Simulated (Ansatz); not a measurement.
# AlN: the cost of one run

Program: Ansatz 0.2.0. Level of theory: DFT PBE, scalar-relativistic. These are calculated values, not measurements.

### Step 1. Starting point

It takes space group Fm-3m (No. 225, cubic). The conventional cell has a = 3.956 Å, b = 3.956 Å, c = 3.956 Å, α = 90.00°, β = 90.00°, γ = 90.00°. Al (site symmetry m-3m) is surrounded by 6 N at 1.98 Å. Around N (site symmetry m-3m) lie 6 Al at 1.98 Å.

Coordinates:

```xyz
2
Lattice="0.0000 1.9780 1.9780 1.9780 0.0000 1.9780 1.9780 1.9780 0.0000" Properties=species:S:1:pos:R:3 pbc="T T T"
Al    0.0000    0.0000    0.0000
N     1.9780    1.9780    1.9780
```

Atoms are numbered in the order of the input: Al1, N2.

### Step 2. The deformed structure

Space group Fm-3m before, R-3m after.

### Step 3. All-electron LAPW

File input.yaml:

```yaml
crystal:
  lattice:
    - [-0.03956, 1.95822, 1.95822]
    - [1.95822, -0.03956, 1.95822]
    - [1.95822, 1.95822, -0.03956]
  atoms:
    - { symbol: Al, position: [0.0, 0.0, 0.0] }
    - { symbol: "N", position: [0.5, 0.5, 0.5] }
kpoints:
  mp_grid: { grid: [10, 10, 10] }
  band_path:
    path:
      - [0.0, 0.0, 0.0]
      - [0.5, 0.5, 0.5]
      - [0.2551801333, 0.5, 0.7448198667]
      - [-0.2551801333, 0.2551801333, 0.5]
      - [0.0, 0.0, 0.5]
      - [0.0, 0.0, 0.0]
      - [-0.3775900666, 0.0, 0.3775900666]
      - [0.0, 0.3775900666, 0.6224099334]
      - [0.0, 0.5, 0.5]
    npoints: 5
scf:
  occupations: { method: fermi_dirac, width: 0.02 }
hamiltonian:
  xc: pbe
  pseudopotentials: { kind: all_electron, lapw: { basis_error: 0.001 } }
output:
  forces: true
  stress: true
  eigenvalues: true
```

On the command line:

```console
$ ansatz run input.yaml --threads 1 --pin off --max-ram 3072MiB --backend cpu --events-out ev --progress --plain --runs-dir out
```

What time and memory should one allow on 1 thread of Intel Xeon Platinum 8488C (Sapphire Rapids), shared host?

About 9.3 s, with a peak of 0.37 GiB.
